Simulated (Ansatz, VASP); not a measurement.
Given: the input of a run of Ansatz 0.2.0 on AlRu. 

The input input.yaml:

```yaml
crystal:
  lattice:
    - [2.9916, 0.0, 0.0]
    - [0.0, 2.9916, 0.0]
    - [0.0, 0.0, 2.9916]
  atoms:
    - { symbol: Ru, position: [0.5, 0.5, 0.5] }
    - { symbol: Al, position: [0.0, 0.0, 0.0] }
hamiltonian:
  xc: revpbe
  pseudopotentials: { kind: paw }
kpoints:
  mp_grid: { grid: [9, 9, 9] }
scf:
  occupations: { method: fermi_dirac, width: 0.05 }
output:
  forces: true
  stress: true
  eigenvalues: true
  write_density: true
  write_potential: true
  elf: true
  volumetric_format: npy
relax:
  f_tol: 0.01
  max_steps: 40
  cell: { stress_tol: 0.05 }
```

Potentials or basis: Ansatz PAW.

Command:

```bash
$ ansatz run input.yaml --threads 2 --pin off --max-ram 5632MiB --backend cpu --events-out ev --progress --plain --runs-dir out
```

Q: Translate it to VASP 6.6.1. Potentials or basis there: PBE PAW files Al, Ru_pv, 600 eV.

A: As run (cutoffs and basis follow the program's own potentials, and thresholds, step limits or extra output files can differ):

The input INCAR:

```
PREC     = Accurate       # precision mode
ENCUT    = 600            # plane-wave cutoff, eV
EDIFF    = 1E-6           # SCF threshold, eV
ISMEAR   = -1             # smearing method
SIGMA    = 0.05           # smearing width, eV
LREAL    = False          # projectors in reciprocal space
LASPH    = True           # aspherical terms in the spheres
NELM     = 80             # most SCF steps
ALGO     = Fast           # electronic algorithm
ISIF     = 3              # what is computed and relaxed
LWAVE    = False          # write WAVECAR
LCHARG   = False          # write CHGCAR
GGA      = RE             # functional
IBRION   = 2              # ionic algorithm
NSW      = 40             # ionic steps
EDIFFG   = -0.01          # ionic threshold
```

The input KPOINTS:

```
Automatic mesh
0
Gamma
  9 9 9
```

The input POSCAR:

```
AlRu
1.0
    2.9916000000      0.0000000000      0.0000000000
    0.0000000000      2.9916000000      0.0000000000
    0.0000000000      0.0000000000      2.9916000000
Ru Al
1 1
Direct
    0.5000000000      0.5000000000      0.5000000000
    0.0000000000      0.0000000000      0.0000000000
```

Potentials or basis: VASP PAW PBE potentials, release 64 (Ru_pv, Al).

Launch:

```bash
$ cat potpaw_PBE.64/Ru_pv/POTCAR potpaw_PBE.64/Al/POTCAR > POTCAR
$ mpirun -np 1 vasp_std > vasp.out
```

Both were run:

|  | Ansatz | VASP |
| --- | --- | --- |
| Relaxed volume | 13.73 Å³/atom | 13.71 Å³/atom |
| Relaxed cell | a = 3.017 Å, b = 3.017 Å, c = 3.017 Å, α = 90.00°, β = 90.00°, γ = 90.00° | a = 3.015 Å, b = 3.015 Å, c = 3.015 Å, α = 90.00°, β = 90.00°, γ = 90.00° |
| Space group after relaxing | Pm-3m (No. 221) | Pm-3m (No. 221) |
| Pressure after relaxing | 0.0 GPa | 0.0 GPa |

Ansatz's pressure holds a Pulay term of +0.07 GPa for its cutoff of 420 eV, which the other run lacks.

The potentials hold 19 and 17 valence electrons a cell.

Ansatz's potentials were made for PBE. VASP's potentials were made for PBE.

Where Ansatz's input types no cutoff or centring, it takes its own default and a Γ-centred mesh.

Pressure is positive in compression.
